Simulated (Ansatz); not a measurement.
Input and command of a plane-wave DFT calculation in Ansatz:

```yaml
crystal:
  lattice:
    - [-3.5587936279, 3.5512501012, 4.413108574]
    - [3.5587936279, -3.5512501012, 4.413108574]
    - [3.5587936279, 3.5512501012, -4.413108574]
  atoms:
    - { symbol: Sn, position: [0.0, 0.0, 0.0] }
    - { symbol: Sn, position: [0.0, 0.0, 0.5] }
    - { symbol: Sn, position: [0.0, 0.5, 0.0] }
    - { symbol: Sn, position: [0.0, 0.5, 0.5] }
    - { symbol: Sn, position: [0.5, 0.0, 0.0] }
    - { symbol: Sn, position: [0.5, 0.0, 0.5] }
    - { symbol: Sn, position: [0.5, 0.5, 0.0] }
    - { symbol: Sn, position: [0.5, 0.5, 0.5] }
    - { symbol: H, position: [0.25, 0.25, 0.0] }
basis:
  ecutwfc: 420
kpoints:
  mp_grid: { grid: [6, 6, 6] }
hamiltonian:
  xc: pbe
scf:
  occupations: { method: gaussian, width: 0.1 }
output:
  forces: true
  stress: true
  eigenvalues: true
relax:
  adjacent_minimum: "off"
  f_tol: 0.025
  max_steps: 60
  cell: { stress_tol: 0.12 }
```

```bash
ansatz run input.yaml --threads 2 --pin off --max-ram 5120MiB --backend cpu --events-out ev --progress --plain --runs-dir out
```

Processor: Arm Neoverse V1, 2 threads, on a host shared with other jobs.

Question: How long does it run, and how much memory does it take?

Answer: About 3.3 min on 2 threads of Arm Neoverse V1, with other jobs on the host, peak memory 0.85 GiB. It solves 68 bands at 46 k points (the mesh reduced by the symmetry that the task leaves, which can be less than the crystal's) with about 4483 plane waves (on the last cell), in 39 SCF iterations over 7 ionic steps.
